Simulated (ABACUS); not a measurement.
An input for ABACUS 3.10.1 (Ag):

Contents of INPUT:

```
INPUT_PARAMETERS
suffix              Ag
calculation         scf
basis_type          lcao
pseudo_dir          ./
orbital_dir         ./
symmetry            1
dft_functional      pbe
ecutwfc             100
pseudo_rcut         10
nspin               1
nbands              10
ks_solver           genelpa
smearing_method     fd
smearing_sigma      0.00367493
scf_thr             1e-07
scf_nmax            100
mixing_type         broyden
mixing_beta         0.7
cal_force           1
cal_stress          1
out_mul             1
```

Contents of STRU:

```
ATOMIC_SPECIES
Ag 107.8682 Ag.upf

NUMERICAL_ORBITAL
Ag_confined-atom_7au_2s1p1d.orb

LATTICE_CONSTANT
1.8897261246

LATTICE_VECTORS
0.0000000000 2.0010495236 2.0010495236
2.0010495236 0.0000000000 2.0010495236
2.0010495236 2.0010495236 0.0000000000

ATOMIC_POSITIONS
Direct

Ag
0.0
1
0.0000000000 0.0000000000 0.0000000000 1 1 1
```

Contents of KPT:

```
K_POINTS
0
Gamma
11 11 11 0 0 0
```

Potentials or basis: PseudoDojo NC SR 0.4.1 PBE standard, SZ LCAO (the cutoffs set its grid).

The run is started by

```bash
$ OMP_NUM_THREADS=1 mpirun -np 4 abacus > log
```

Q: What does the program do with it?

A: The run stopped without a result. It printed:

running log:

```text
ABACUS v3.10.1

               Atomic-orbital Based Ab-initio Computation at UStc

 ------------------------------------------------------------------------------------

 READING GENERAL INFORMATION
                           global_out_dir = OUT.Ag/
                           global_in_card = INPUT
                               pseudo_dir = ./
[... 55 lines left out ...]
            AUTOSET number of electrons:  = 19
                           occupied bands = 10
 !!!!!!!!!!!!!!!!!!!!!!!!!!!!!!!!!!!!!!!!!!!!!!!!!!!!!!!!!
                         NOTICE
 !!!!!!!!!!!!!!!!!!!!!!!!!!!!!!!!!!!!!!!!!!!!!!!!!!!!!!!!!

 for smearing, num. of bands > num. of occupied bands
 CHECK IN FILE : OUT.Ag/warning.log

 !!!!!!!!!!!!!!!!!!!!!!!!!!!!!!!!!!!!!!!!!!!!!!!!!!!!!!!!!
                         NOTICE
 !!!!!!!!!!!!!!!!!!!!!!!!!!!!!!!!!!!!!!!!!!!!!!!!!!!!!!!!!
 Check in file : OUT.Ag/warning.log
```

On the terminal:

```text
ABACUS v3.10.1

               Atomic-orbital Based Ab-initio Computation at UStc

 !!!!!!!!!!!!!!!!!!!!!!!!!!!!!!!!!!!!!!!!!!!!!!!!!!!!!!!!!
                         NOTICE
 !!!!!!!!!!!!!!!!!!!!!!!!!!!!!!!!!!!!!!!!!!!!!!!!!!!!!!!!!

 for smearing, num. of bands > num. of occupied bands
 CHECK IN FILE : OUT.Ag/warning.log

 !!!!!!!!!!!!!!!!!!!!!!!!!!!!!!!!!!!!!!!!!!!!!!!!!!!!!!!!!
                         NOTICE
 !!!!!!!!!!!!!!!!!!!!!!!!!!!!!!!!!!!!!!!!!!!!!!!!!!!!!!!!!
```
